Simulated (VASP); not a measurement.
# Al (Fm-3m) in VASP: further runs, part 2 of 2

VASP 6.6.1.

### 4 Single point, PBE+D3(BJ) (a relaxed cell with its volume scaled by 0.91)

Input file INCAR:

```
PREC = Accurate
ENCUT = 520
EDIFF = 1E-7
ISMEAR = 0
SIGMA = 0.1
LREAL = F
LASPH = T
NELM = 60
ALGO = Normal
ISIF = 2
LWAVE = F
LCHARG = F
GGA = PE
IVDW = 12
```

Input file KPOINTS:

```
Automatic mesh
0
Gamma
  18 18 18
```

Input file POSCAR:

```
Al                                      
1.0
    0.0000000000      1.9291634268      1.9291634268
    1.9291634268      0.0000000000      1.9291634268
    1.9291634268      1.9291634268      0.0000000000
  Al            
     1
Direct
     0.0000000000000000    0.0000000000000000    0.0000000000000000
```

Potentials or basis: VASP PAW PBE potentials, release 64 (Al).

Run with:

```
cat potpaw_PBE.64/Al/POTCAR > POTCAR
mpirun -np 1 vasp_std > vasp.out
```

OUTCAR:

```text
PREC = Accurate
   ENCUT = 520
   EDIFF = 1E-7
   ISMEAR = 0
   LREAL = F
   LASPH = T
   NELM = 60
   ISIF = 2
   GGA = PE
   IVDW = 12
 IVDW          = 12

 ion  position               nearest neighbor table
   1  0.000  0.000  0.000-

  LATTYP: Found a face centered cubic cell.
 ALAT       =     3.8583268536

  Lattice vectors:

 A1 = (   0.0000000000,   1.9291634268,   1.9291634268)
 A2 = (   1.9291634268,   0.0000000000,   1.9291634268)
 A3 = (   1.9291634268,   1.9291634268,   0.0000000000)

Analysis of symmetry for initial positions (statically):
=====================================================================
 Subroutine PRICEL returns:
 Original cell was already a primitive cell.

 Routine SETGRP: Setting up the symmetry group for a
 face centered cubic supercell.

 Subroutine GETGRP returns: Found 48 space group operations
 (whereof 48 operations were pure point group operations)
 out of a pool of 48 trial point group operations.

The static configuration has the point symmetry O_h .

Analysis of symmetry for dynamics (positions and initial velocities):
=====================================================================
 Subroutine PRICEL returns:
 Original cell was already a primitive cell.

 Routine SETGRP: Setting up the symmetry group for a
 face centered cubic supercell.

 Subroutine GETGRP returns: Found 48 space group operations
 (whereof 48 operations were pure point group operations)
 out of a pool of 48 trial point group operations.

The dynamic configuration has the point symmetry O_h .

 Subroutine INISYM returns: Found 48 space group operations
 (whereof 48 operations are pure point group operations),
 and found     1 'primitive' translations

----------------------------------------------------------------------------------------

                                     Primitive cell

  volume of cell :      14.3594

  direct lattice vectors                    reciprocal lattice vectors
     0.000000000  1.929163427  1.929163427    -0.259179701  0.259179701  0.259179701
     1.929163427  0.000000000  1.929163427     0.259179701 -0.259179701  0.259179701
     1.929163427  1.929163427  0.000000000     0.259179701  0.259179701 -0.259179701

  length of vectors
     2.728249082  2.728249082  2.728249082     0.448912410  0.448912410  0.448912410

  position of ions in fractional coordinates (direct lattice)
     0.000000000  0.000000000  0.000000000

  ion indices of the primitive-cell ions
   primitive index   ion index
                 1           1

----------------------------------------------------------------------------------------

 KPOINTS: Automatic mesh

Automatic generation of k-mesh.
 Grid dimensions read from file:
 generate k-points for:   18   18   18

 Generating k-lattice:

  Cartesian coordinates                     Fractional coordinates (reciprocal lattice)
    -0.014398872  0.014398872  0.014398872     0.055555556  0.000000000  0.000000000
     0.014398872 -0.014398872  0.014398872     0.000000000  0.055555556  0.000000000
     0.014398872  0.014398872 -0.014398872     0.000000000  0.000000000  0.055555556

  Length of vectors
     0.024939578  0.024939578  0.024939578

  Shift w.r.t. Gamma in fractional coordinates (k-lattice)
     0.000000000  0.000000000  0.000000000

 Subroutine IBZKPT returns following result:
 ===========================================

 Found    195 irreducible k-points:

 Following reciprocal coordinates:
            Coordinates               Weight
  0.000000  0.000000  0.000000      1.000000
  0.055556  0.000000  0.000000      8.000000
  0.111111  0.000000  0.000000      8.000000
  0.166667  0.000000  0.000000      8.000000
  0.222222  0.000000  0.000000      8.000000
  0.277778  0.000000  0.000000      8.000000
[... 16 lines left out ...]
 -0.277778  0.055556  0.000000     24.000000
 -0.222222  0.055556  0.000000     24.000000
 [... further k-points ...]
   k-points           NKPTS =    195   k-points in BZ     NKDIM =    195   number of bands    NBANDS=      5
   number of dos      NEDOS =    301   number of ions     NIONS =      1
   total plane-waves  NPLWV =   8000
   dimension x,y,z NGX =    20 NGY =   20 NGZ =   20
   dimension x,y,z NGXF=    40 NGYF=   40 NGZF=   40
   ions per type =               1
   NGX,Y,Z   is equivalent  to a cutoff of  12.19, 12.19, 12.19 a.u.
   NGXF,Y,Z  is equivalent  to a cutoff of  24.37, 24.37, 24.37 a.u.
 SYSTEM =  unknown system
   PREC   = accura    normal or accurate (medium, high low for compatibility)
   ISTART =      0    job   : 0-new  1-cont  2-samecut
   ICHARG =      2    charge: 1-file 2-atom 10-const
   ISPIN  =      1    spin polarized calculation?
   LNONCOLLINEAR =      F non collinear calculations
   LSORBIT =      F    spin-orbit coupling
   LASPH  =      T    aspherical Exc in radial PAW
   ENCUT  =  520.0 eV  38.22 Ry    6.18 a.u.   5.07  5.07  5.07*2*pi/ulx,y,z
   NELM   =     60;   NELMIN=  2; NELMDL= -5     # of ELM steps
   EDIFF  = 0.1E-06   stopping-criterion for ELM
   LREAL  =      F    real-space projection
   EDIFFG = 0.1E-05   stopping-criterion for IOM
   NSW    =      0    number of steps for IOM
   IBRION =     -1    ionic relax: 0-MD 1-quasi-New 2-CG
   NFREE  =      0    steps in history (QN), initial steepest desc. (CG)
   ISIF   =      2    stress and relaxation
   ISYM   =      2    0-nonsym 1-usesym 2-fastsym
   POTIM  = 0.5000    time-step for ionic-motion
   TEBEG  =    0.0;   TEEND  =   0.0 temperature during run
   PSTRESS=    0.0 pullay stress
   NELECT =       3.0000    total number of electrons
   NUPDOWN=      -1.0000    fix difference up-down
   EMIN   =  10.00;   EMAX   =-10.00  energy-range for DOS
   EFERMI =   0.00;   METHOD = LEGACY
   ISMEAR =     0;   SIGMA  =   0.10  broadening in eV -4-tet -1-fermi 0-gaus
   EFERMI_NEDOS =   21; number of points for ismear=-14 and -15
   IALGO  =     38    algorithm
   IMIX   =      4    mixing-type and parameters
     AMIX     =   0.40;   BMIX     =  1.00
     AMIX_MAG =   1.60;   BMIX_MAG =  1.00
  volume/ion in A,a.u.               =      14.36        96.90
  Fermi-wavevector in a.u.,A,eV,Ry     =   0.971411  1.835700 12.838985  0.943639
  Thomas-Fermi vector in A             =   2.101626
   LORBIT       =      0    0 simple, 1 ext, 2 COOP (PROOUT), +10 PAW based schemes
   GGA     = PE    functional components
   LHFCALC =     F    Hartree Fock is set to
   AEXX    =    0.0000 exact exchange contribution
   IVDW    =    12    specifies the selected vdW correction
   LEPSILON=     F    determine dielectric tensor
   LRPA    =     F    only Hartree local field effects (RPA)
 non-spin polarized calculation
 Gauss-broadening in eV      SIGMA  =   0.10
  energy-cutoff  :      520.00
  volume of cell :       14.36
 maximum number of plane-waves:       397
   NGX = 11   NGY = 11   NGZ = 11

 number of electron       3.0000000 magnetization

 Free energy of the ion-electron system (eV)
  ---------------------------------------------------
  ext. energy  EPLUGINS =         0.00000000
  ---------------------------------------------------
  free energy    TOTEN  =        -3.65926458 eV

  energy without entropy =       -3.65698251  energy(sigma->0) =       -3.65812354

 E-fermi :   9.5280     XC(G=0): -10.7100

 val. band max:        9.5025320521   @ k =   0.5000   0.4444   0.0556
 cond. band min:       9.5642557152   @ k =  -0.3333   0.4444   0.1111
 fundamental gap:      0.0617236631
 Fermi energy:         9.5279722588

 k-point     1 :       0.0000    0.0000    0.0000
  band No.  band energies     occupation
      1      -2.6008      2.00000
      2      22.9482      0.00000
      3      22.9482      0.00000
      4      22.9482      0.00000
      5      25.5582      0.00000

 k-point     2 :       0.0556    0.0000    0.0000
  band No.  band energies     occupation
      1      -2.5088      2.00000
      2      21.4811      0.00000
      3      22.7342      0.00000
      4      22.7342      0.00000
      5      25.9016      0.00000
[... 169 lines left out ...]
 k-point    24 :      -0.2222    0.0556    0.0000
  band No.  band energies     occupation
      1      -0.8046      2.00000
      2      13.6847      0.00000
      3      19.7041      0.00000
      4      22.7471      0.00000
      5      24.7538      0.00000

 [... further k-points ...]

------------------------ aborting loop because EDIFF is reached ----------------------------------------

 Edisp (eV)   -0.38870

 E8    (eV) :    -0.1742

  FORCE on cell =-STRESS in cart. coord.  units (eV):
  Direction    XX          YY          ZZ          XY          YZ          ZX
  --------------------------------------------------------------------------------------
  -------------------------------------------------------------------------------------
  Total       0.90229     0.90229     0.90229     0.00000     0.00000     0.00000
  in kB     100.67404   100.67404   100.67404     0.00000     0.00000     0.00000
  external pressure =      100.67 kB  Pullay stress =        0.00 kB

 VOLUME and BASIS-vectors are now :
 -----------------------------------------------------------------------------
  energy-cutoff  :      520.00
  volume of cell :       14.36
      direct lattice vectors                 reciprocal lattice vectors
     0.000000000  1.929163427  1.929163427    -0.259179701  0.259179701  0.259179701
     1.929163427  0.000000000  1.929163427     0.259179701 -0.259179701  0.259179701
     1.929163427  1.929163427  0.000000000     0.259179701  0.259179701 -0.259179701

 POSITION                                       TOTAL-FORCE (eV/Angst)
 -----------------------------------------------------------------------------------
      0.00000      0.00000      0.00000         0.000000      0.000000      0.000000
 -----------------------------------------------------------------------------------
    total drift:                                0.000000     -0.000000     -0.000000

  FREE ENERGIE OF THE ION-ELECTRON SYSTEM (eV)
  ---------------------------------------------------
  free  energy   TOTEN  =        -4.0479644524 eV

  energy  without entropy=       -4.0456823851  energy(sigma->0) =       -4.04682342
```

stdout:

```text
POSCAR found type information on POSCAR Al
 POSCAR found :  1 types and       1 ions
 scaLAPACK will be used
 LDA part: xc-table for (Slater+PW92), standard interpolation
 POSCAR, INCAR and KPOINTS ok, starting setup
 FFT: planning ... GRIDC
 FFT: planning ... GRID_SOFT
 FFT: planning ... GRID
 WAVECAR not read
 entering main loop
```

It took 7.6 s on 1 thread of AMD EPYC 7R13 (Zen 3), shared host; peak memory 0.1 GiB.

Results:

```yaml
Free_energy: -4.0480 eV
Pressure: 10.1 GPa
Band_gap_on_the_k_mesh: none (metal or under the smearing width)
Dispersion_energy_per_atom: -0.389 eV
```

Caveat: pairwise dispersion overbinds metals, which lowers pressure and volume.

### 5 Single point, PBE+D3(BJ) (a relaxed cell with its volume scaled by 1.09)

INCAR is that of step 4.

KPOINTS is that of step 4.

Input file POSCAR:

```
Al                                      
1.0
    0.0000000000      2.0487897301      2.0487897301
    2.0487897301      0.0000000000      2.0487897301
    2.0487897301      2.0487897301      0.0000000000
  Al            
     1
Direct
     0.0000000000000000    0.0000000000000000    0.0000000000000000
```

Run with:

```
cat potpaw_PBE.64/Al/POTCAR > POTCAR
mpirun -np 1 vasp_std > vasp.out
```

Run time: 12 s. Hardware: 1 thread of AMD EPYC 7R13 (Zen 3), shared host; peak memory 0.12 GiB.

Results (log left out):

| Item | Value |
| --- | --- |
| Free energy | -4.0600 eV |
| Pressure | -6.1 GPa |
| Band gap on the k mesh | none (metal or under the smearing width) |
| Dispersion energy per atom | -0.322 eV |

Levels at points of the mesh, in eV from the Fermi level:
| k point | band 1 | band 2 | band 3 | band 4 | band 5 |
| --- | --- | --- | --- | --- | --- |
| (0.00, 0.00, 0.00) | -10.84 | 12.40 | 12.40 | 12.40 | 13.58 |
| (0.50, 0.00, 0.00) | -4.42 | -4.32 | 10.98 | 10.98 | 11.28 |
| (0.50, 0.50, 0.00) | -2.81 | -1.59 | 5.26 | 5.41 | 5.41 |

Caveat: pairwise dispersion overbinds metals, which lowers pressure and volume.

### 6 Summary

| cell | gap on the mesh (eV) | pressure (GPa) |
| --- | --- | --- |
| a relaxed cell with its volume scaled by 0.94 | none | 6.1 |
| a relaxed cell with its volume scaled by 1.06 | none | -4.3 |
| a relaxed cell with its volume scaled by 0.91 | none | 10.1 |
| a relaxed cell with its volume scaled by 1.09 | none | -6.1 |

Alike in all rows: task single point; level PBE+D3(BJ); potentials or basis VASP PAW PBE potentials, release 64 (Al); no spin polarisation; k mesh 18 × 18 × 18; cutoff (eV) 520; smearing gaussian 0.1 eV.

Caveats: pairwise dispersion overbinds metals, which lowers pressure and volume.

Absolute energies hang on the potentials; compare differences alone.
